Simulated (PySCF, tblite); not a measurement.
# CH3F3O, a complex of two parts: NMR shifts, interaction energy, infrared bands, spin-spin couplings and core binding energies

The task here is to estimate one member of a computed series from the others.

Programs: tblite 0.8.0 and PySCF 2.14.0. All values are calculated, for the isolated system unless a continuum is named. Atoms count from 0, parts from 1.

## The system as given

8 atoms, charge 0, multiplicity 1; geometry: rigid parts in contact. Parts: 1 = atoms 0–4, `FC(F)F`, charge 0; 2 = atoms 5–7, `O`, charge 0.

The first run:

What the job is given:

```
{"job": {"kind": "dock", "xc": "GFN2-xTB", "basis": "xTB"}, "charge": 0, "multiplicity": 1, "parts": [{"atoms": "0-4", "charge": 0, "multiplicity": 1}, {"atoms": "5-7", "charge": 0, "multiplicity": 1}]}
F      1.135248    -0.607007    -0.234165
C     -0.008111     0.001648     0.057774
F     -0.997326    -0.658859    -0.532258
F      0.031850     1.231171    -0.441891
H     -0.161661     0.033047     1.150540
O      0.163395    -2.639142     1.433332
H      0.365738    -3.576419     1.408538
H      0.845491    -2.187988     0.931945
```

With the program's defaults for keys left out, this is: GFN2-xTB search for minima from random contacts, gas phase.

Run with:

```bash
> OMP_NUM_THREADS=1 python cluster_run.py task.json out
```

The driver reads the jobs from task.json and runs them one after another.

Among the steps run: Bringing the parts together with GFN2-xTB; Geometry optimisation at PBE0-D3(BJ)/def2-SVPD; Shielding tensors: PBE0/pcSseg-2; Coupled-cluster interaction energy: CCSD(T) and MP2.

One table of the session follows, with a row left open; its other results are not shown here.

It belongs to the step «Coupled-cluster interaction energy: CCSD(T) and MP2». 

| method | interaction energy (kcal/mol) |
| --- | --- |
| HF/aug-cc-pVDZ | -2.74 |
| MP2/aug-cc-pVDZ | ? |
| CCSD/aug-cc-pVDZ | -2.96 |
| CCSD(T)/aug-cc-pVDZ | -3.03 |
| HF/aug-cc-pVQZ | -2.70 |
| MP2/aug-cc-pVQZ | -3.38 |
| SCS-MP2/aug-cc-pVQZ | -3.07 |
| MP2, extrapolated | -3.46 |
| CCSD(T), limit estimate | -3.51 |

**Question.** Estimate the row for MP2/aug-cc-pVDZ.

As computed: interaction energy (kcal/mol): -2.99. In the column «interaction energy (kcal/mol)» it lies between CCSD(T)/aug-cc-pVDZ (-3.03) and CCSD/aug-cc-pVDZ (-2.96).
